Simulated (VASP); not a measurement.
# MgS (P6_3mc) in VASP: notebook

One crystal, MgS, is run at these levels: SCAN, optB88-vdW, vdW-DF-cx, rev-vdW-DF2; tasks: relaxation of cell and atoms.

Program: VASP 6.6.1. These are calculated values, not measurements. Logs are shortened: lines on timing, memory, paths and dates and some standing lists are left out, and cuts for length are marked.

## Step 1: The crystal as given

The structure is hexagonal, space group P6_3mc (No. 186). The conventional cell has a = 4.035 Å, b = 4.035 Å, c = 6.432 Å, α = 90.00°, β = 90.00°, γ = 120.00°. S (site symmetry 3m) is surrounded by 4 Mg at 2.45 to 2.47 Å. Mg (site symmetry 3m) has 4 S at 2.45 to 2.47 Å as nearest neighbours.

The cell comes from a database or a generator and needn't be the stable form of this composition.

## Step 2: Relaxation of cell and atoms, SCAN

The input, INCAR:

```
PREC     = Accurate       # precision mode
ENCUT    = 600            # plane-wave cutoff, eV
EDIFF    = 1E-6           # SCF threshold, eV
ISMEAR   = -1             # smearing method
SIGMA    = 0.05           # smearing width, eV
LREAL    = F              # projectors in reciprocal space
LASPH    = T              # aspherical terms in the spheres
NELM     = 80             # most SCF steps
ALGO     = Normal         # electronic algorithm
ISIF     = 3              # what is computed and relaxed
LWAVE    = F              # write WAVECAR
LCHARG   = F              # write CHGCAR
METAGGA  = SCAN           # meta-GGA
LMIXTAU  = T            
IBRION   = 2              # ionic algorithm
NSW      = 60             # ionic steps
EDIFFG   = -0.02          # ionic threshold
```

The input, KPOINTS:

```
Automatic mesh
0
Gamma
  6 6 3
```

The input, POSCAR:

```
MgS
1.0
    4.0346224068      0.0000000000      0.0000000000
   -2.0173112034      3.4940854990      0.0000000000
    0.0000000000      0.0000000000      6.4322941800
S Mg
2 2
Direct
    0.6666666667      0.3333333333      0.8792441500
    0.3333333333      0.6666666667      0.3792441500
    0.3333333333      0.6666666667      0.9957548500
    0.6666666667      0.3333333333      0.4957548500
```

Potentials or basis: VASP PAW PBE potentials, release 64 (S, Mg).

Command:

```
$ cat potpaw_PBE.64/S/POTCAR potpaw_PBE.64/Mg/POTCAR > POTCAR
$ mpirun -np 1 vasp_std > vasp.out
```

OUTCAR:

```text
PREC = Accurate
   ENCUT = 600
   EDIFF = 1E-6
   ISMEAR = -1
   LREAL = F
   LASPH = T
   NELM = 80
   ISIF = 3
   METAGGA = SCAN
   IBRION = 2
   NSW = 60
   EDIFFG = -0.02

 ion  position               nearest neighbor table
   1  0.667  0.333  0.879-   3 2.45   3 2.45   3 2.45   4 2.47
   2  0.333  0.667  0.379-   4 2.45   4 2.45   4 2.45   3 2.47
   3  0.333  0.667  0.996-   1 2.45   1 2.45   1 2.45   2 2.47
   4  0.667  0.333  0.496-   2 2.45   2 2.45   2 2.45   1 2.47

  LATTYP: Found a hexagonal cell.
 ALAT       =     4.0346224068
 C/A-ratio  =     1.5942741430

  Lattice vectors:

 A1 = (   4.0346224068,   0.0000000000,   0.0000000000)
 A2 = (  -2.0173112034,   3.4940854990,   0.0000000000)
 A3 = (   0.0000000000,   0.0000000000,   6.4322941800)

Analysis of symmetry for initial positions (statically):
=====================================================================
 Subroutine PRICEL returns:
 Original cell was already a primitive cell.

 Routine SETGRP: Setting up the symmetry group for a
 hexagonal supercell.

 Subroutine GETGRP returns: Found 12 space group operations
 (whereof  6 operations were pure point group operations)
 out of a pool of 24 trial point group operations.

The static configuration has the point symmetry C_3v.
 The point group associated with its full space group is C_6v.

Analysis of symmetry for dynamics (positions and initial velocities):
=====================================================================
 Subroutine PRICEL returns:
 Original cell was already a primitive cell.

 Routine SETGRP: Setting up the symmetry group for a
 hexagonal supercell.

 Subroutine GETGRP returns: Found 12 space group operations
 (whereof  6 operations were pure point group operations)
 out of a pool of 24 trial point group operations.

The dynamic configuration has the point symmetry C_3v.
 The point group associated with its full space group is C_6v.

 Subroutine INISYM returns: Found 12 space group operations
 (whereof  6 operations are pure point group operations),
 and found     1 'primitive' translations

----------------------------------------------------------------------------------------

                                     Primitive cell

  volume of cell :      90.6781

  direct lattice vectors                    reciprocal lattice vectors
     4.034622407  0.000000000  0.000000000     0.247854669  0.143098960  0.000000000
    -2.017311203  3.494085499  0.000000000     0.000000000  0.286197919  0.000000000
     0.000000000  0.000000000  6.432294180     0.000000000  0.000000000  0.155465526

  length of vectors
     4.034622407  4.034622407  6.432294180     0.286197919  0.286197919  0.155465526

  position of ions in fractional coordinates (direct lattice)
     0.666666667  0.333333333  0.879244150
     0.333333333  0.666666667  0.379244150
     0.333333333  0.666666667  0.995754850
     0.666666667  0.333333333  0.495754850

  ion indices of the primitive-cell ions
   primitive index   ion index
                 1           1
                 2           2
                 3           3
                 4           4

----------------------------------------------------------------------------------------

 KPOINTS: Automatic mesh

Automatic generation of k-mesh.
 Grid dimensions read from file:
 generate k-points for:    6    6    3

 Generating k-lattice:

  Cartesian coordinates                     Fractional coordinates (reciprocal lattice)
     0.041309111  0.023849827  0.000000000     0.166666667  0.000000000  0.000000000
     0.000000000  0.047699653  0.000000000     0.000000000  0.166666667  0.000000000
     0.000000000  0.000000000  0.051821842     0.000000000  0.000000000  0.333333333

  Length of vectors
     0.047699653  0.047699653  0.051821842

  Shift w.r.t. Gamma in fractional coordinates (k-lattice)
     0.000000000  0.000000000  0.000000000

 Subroutine IBZKPT returns following result:
 ===========================================

 Found     14 irreducible k-points:

 Following reciprocal coordinates:
            Coordinates               Weight
  0.000000  0.000000  0.000000      1.000000
  0.166667  0.000000  0.000000      6.000000
  0.333333  0.000000  0.000000      6.000000
  0.500000 -0.000000  0.000000      3.000000
  0.166667  0.166667  0.000000      6.000000
  0.333333  0.166667  0.000000     12.000000
  0.333333  0.333333  0.000000      2.000000
  0.000000  0.000000  0.333333      2.000000
  0.166667  0.000000  0.333333     12.000000
  0.333333  0.000000  0.333333     12.000000
  0.500000 -0.000000  0.333333      6.000000
  0.166667  0.166667  0.333333     12.000000
  0.333333  0.166667  0.333333     24.000000
  0.333333  0.333333  0.333333      4.000000
   k-points           NKPTS =     14   k-points in BZ     NKDIM =     14   number of bands    NBANDS=     12
   number of dos      NEDOS =    301   number of ions     NIONS =      4
   total plane-waves  NPLWV =  55296
   dimension x,y,z NGX =    32 NGY =   32 NGZ =   54
   dimension x,y,z NGXF=    64 NGYF=   64 NGZF=  108
   ions per type =               2   2
   NGX,Y,Z   is equivalent  to a cutoff of  13.19, 13.19, 13.96 a.u.
   NGXF,Y,Z  is equivalent  to a cutoff of  26.37, 26.37, 27.91 a.u.
 SYSTEM =  unknown system
   PREC   = accura    normal or accurate (medium, high low for compatibility)
   ISTART =      0    job   : 0-new  1-cont  2-samecut
   ICHARG =      2    charge: 1-file 2-atom 10-const
   ISPIN  =      1    spin polarized calculation?
   LNONCOLLINEAR =      F non collinear calculations
   LSORBIT =      F    spin-orbit coupling
   LASPH  =      T    aspherical Exc in radial PAW
   ENCUT  =  600.0 eV  44.10 Ry    6.64 a.u.   8.06  8.06 12.85*2*pi/ulx,y,z
   NELM   =     80;   NELMIN=  2; NELMDL= -5     # of ELM steps
   EDIFF  = 0.1E-05   stopping-criterion for ELM
   LREAL  =      F    real-space projection
   EDIFFG = -.2E-01   stopping-criterion for IOM
   NSW    =     60    number of steps for IOM
   IBRION =      2    ionic relax: 0-MD 1-quasi-New 2-CG
   NFREE  =      1    steps in history (QN), initial steepest desc. (CG)
   ISIF   =      3    stress and relaxation
   ISYM   =      2    0-nonsym 1-usesym 2-fastsym
   POTIM  = 0.5000    time-step for ionic-motion
   TEBEG  =    0.0;   TEEND  =   0.0 temperature during run
   PSTRESS=    0.0 pullay stress
   NELECT =      16.0000    total number of electrons
   NUPDOWN=      -1.0000    fix difference up-down
   EMIN   =  10.00;   EMAX   =-10.00  energy-range for DOS
   EFERMI =   0.00;   METHOD = LEGACY
   ISMEAR =    -1;   SIGMA  =   0.05  broadening in eV -4-tet -1-fermi 0-gaus
   EFERMI_NEDOS =   21; number of points for ismear=-14 and -15
   IALGO  =     38    algorithm
   IMIX   =      4    mixing-type and parameters
     AMIX     =   0.40;   BMIX     =  1.00
     AMIX_MAG =   1.60;   BMIX_MAG =  1.00
  volume/ion in A,a.u.               =      22.67       152.98
  Fermi-wavevector in a.u.,A,eV,Ry     =   0.918221  1.735187 11.471486  0.843130
  Thomas-Fermi vector in A             =   2.043279
   LORBIT       =      0    0 simple, 1 ext, 2 COOP (PROOUT), +10 PAW based schemes
   METAGGA = SCAN    functional components
   LHFCALC =     F    Hartree Fock is set to
   AEXX    =    0.0000 exact exchange contribution
   IVDW    =     0    specifies the selected vdW correction
   LEPSILON=     F    determine dielectric tensor
   LRPA    =     F    only Hartree local field effects (RPA)
 conjugate gradient relaxation of ions
 non-spin polarized calculation
  energy-cutoff  :      600.00
  volume of cell :       90.68
 maximum number of plane-waves:      3054
   NGX = 17   NGY = 17   NGZ = 25

--------------------------------------- Ionic step        1  -------------------------------------------

 number of electron      15.9999998 magnetization

 Free energy of the ion-electron system (eV)
  ---------------------------------------------------
  ext. energy  EPLUGINS =         0.00000000
  ---------------------------------------------------
  free energy    TOTEN  =       -35.82466066 eV

  energy without entropy =      -35.82466066  energy(sigma->0) =      -35.82466066

------------------------ aborting loop because EDIFF is reached ----------------------------------------

  FORCE on cell =-STRESS in cart. coord.  units (eV):
  Direction    XX          YY          ZZ          XY          YZ          ZX
  --------------------------------------------------------------------------------------
  -------------------------------------------------------------------------------------
  Total       -0.3300912     -0.3300912     -0.3865481     -0.0000000      0.0000000      0.0000000
  in kB       -5.8323311     -5.8323311     -6.8298591     -0.0000000      0.0000000      0.0000000
  external PRESSURE =      -6.1648404 kB  Pullay stress =       0.0000000 kB

 VOLUME and BASIS-vectors are now :
 -----------------------------------------------------------------------------
  energy-cutoff  :      600.00
  volume of cell :       90.68
      direct lattice vectors                 reciprocal lattice vectors
     4.034622407  0.000000000  0.000000000     0.247854669  0.143098960  0.000000000
    -2.017311203  3.494085499  0.000000000     0.000000000  0.286197919  0.000000000
     0.000000000  0.000000000  6.432294180     0.000000000  0.000000000  0.155465526
[... 229 lines left out ...]
 POSITION                                       TOTAL-FORCE (eV/Angst)
 -----------------------------------------------------------------------------------
      2.01042      1.16072      5.63322        -0.000000      0.000000     -0.020396
     -0.00000      2.32143      2.42761         0.000000      0.000000     -0.020396
     -0.00000      2.32143      6.38780         0.000000     -0.000000      0.020396
      2.01042      1.16072      3.18220        -0.000000     -0.000000      0.020396
 -----------------------------------------------------------------------------------
    total drift:                                0.000001      0.000001     -0.012047

  FREE ENERGIE OF THE ION-ELECTRON SYSTEM (eV)
  ---------------------------------------------------
  free  energy   TOTEN  =       -35.8270911308 eV

  energy  without entropy=      -35.8270911308  energy(sigma->0) =      -35.82709113

--------------------------------------- Ionic step        8  -------------------------------------------

 number of electron      15.9999999 magnetization

 Free energy of the ion-electron system (eV)
  ---------------------------------------------------
  ext. energy  EPLUGINS =         0.00000000
  ---------------------------------------------------
  free energy    TOTEN  =       -35.82732867 eV

  energy without entropy =      -35.82732867  energy(sigma->0) =      -35.82732867

 E-fermi :   1.9605     XC(G=0):  -8.8420

 val. band max:        0.9155501941   @ k =   0.0000   0.0000   0.0000
 cond. band min:       5.0796588023   @ k =   0.0000   0.0000   0.0000
 fundamental gap:      4.1641086082
 Fermi energy:         1.9604544076

 k-point     1 :       0.0000    0.0000    0.0000
  band No.  band energies     occupation
      1     -10.9951      2.00000
      2     -10.2395      2.00000
      3      -2.3513      2.00000
      4       0.3610      2.00000
      5       0.3610      2.00000
      6       0.7870      2.00000
      7       0.7870      2.00000
      8       0.9156      2.00000
      9       5.0797      0.00000
     10       6.3247      0.00000
     11       9.0600      0.00000
     12       9.0600      0.00000

 k-point     2 :       0.1667    0.0000    0.0000
  band No.  band energies     occupation
      1     -10.8570      2.00000
      2     -10.1733      2.00000
      3      -2.1315      2.00000
      4      -0.3970      2.00000
      5       0.0219      2.00000
      6       0.1504      2.00000
      7       0.7206      2.00000
      8       0.8013      2.00000
      9       6.0034      0.00000
     10       7.0628      0.00000
     11       8.4953      0.00000
     12       8.9427      0.00000
[... 200 lines left out ...]
 POSITION                                       TOTAL-FORCE (eV/Angst)
 -----------------------------------------------------------------------------------
      2.00965      1.16027      5.63872        -0.000000     -0.000000      0.009834
     -0.00000      2.32054      2.42755         0.000000     -0.000000      0.009834
     -0.00000      2.32054      6.40314         0.000000      0.000000     -0.009834
      2.00965      1.16027      3.19197        -0.000000      0.000000     -0.009834
 -----------------------------------------------------------------------------------
    total drift:                                0.000001      0.000001     -0.006525

  FREE ENERGIE OF THE ION-ELECTRON SYSTEM (eV)
  ---------------------------------------------------
  free  energy   TOTEN  =       -35.8273286714 eV

  energy  without entropy=      -35.8273286714  energy(sigma->0) =      -35.82732867

 reached required accuracy - stopping structural energy minimisation
```

Wall time 4.6 min (1 thread of Intel Xeon Platinum 8488C (Sapphire Rapids), shared host); peak memory 0.24 GiB.

What came out:

```yaml
Free_energy: -35.8273 eV
Relaxed_volume: 22.46 Å³/atom
Relaxed_cell: a = 4.019 Å, b = 4.019 Å, c = 6.422 Å, α = 90.00°, β = 90.00°, γ = 120.00°
Space_group_after_relaxing_to_0.05_Å: P6_3mc (No. 186)
Energy_gained_by_relaxing: 0.7 meV/atom
Ionic_steps: 8
Pressure_after_relaxing: 0.0 GPa
Largest_force_after_relaxing: 0.010 eV/Å
Band_gap_on_the_k_mesh: 4.16 eV, direct
```

Forces in eV/Å, atoms in the order of the input:
```
S    0.000  0.000  0.010
S    0.000  0.000  0.010
Mg   0.000  0.000 -0.010
Mg   0.000  0.000 -0.010
```

Stress tensor (GPa, compression positive):
```
-0.13  0.00  0.00
 0.00 -0.13  0.00
 0.00  0.00  0.14
```

Step by step:
```tsv
step	energy change (eV)	largest force (eV/Å)	pressure (GPa)	volume (Å³)
1	0.0000	0.0601	-0.62	90.68
2	-0.0022	0.0233	0.16	89.54
3	-0.0023	0.0287	0.05	89.70
4	-0.0023	0.0295	0.05	89.72
5	-0.0021	0.0362	-0.11	89.92
6	-0.0023	0.0300	0.02	89.74
7	-0.0024	0.0204	0.01	89.76
8	-0.0027	0.0098	-0.04	89.85
```

Final structure:
```
S Mg
1.0
     4.01930    0.00000    0.00000
    -2.00965    3.48081    0.00000
     0.00000    0.00000    6.42233
S Mg
2 2
Direct
  0.66667 0.33333 0.87799
  0.33333 0.66667 0.37799
  0.33333 0.66667 0.99701
  0.66667 0.33333 0.49701
```

Caveat: the PAW data sets were made with another functional, which shifts forces and pressure a little. SCAN opens gaps a little over a GGA but as a rule still falls short of measured ones.

[end of part 1 of 2]
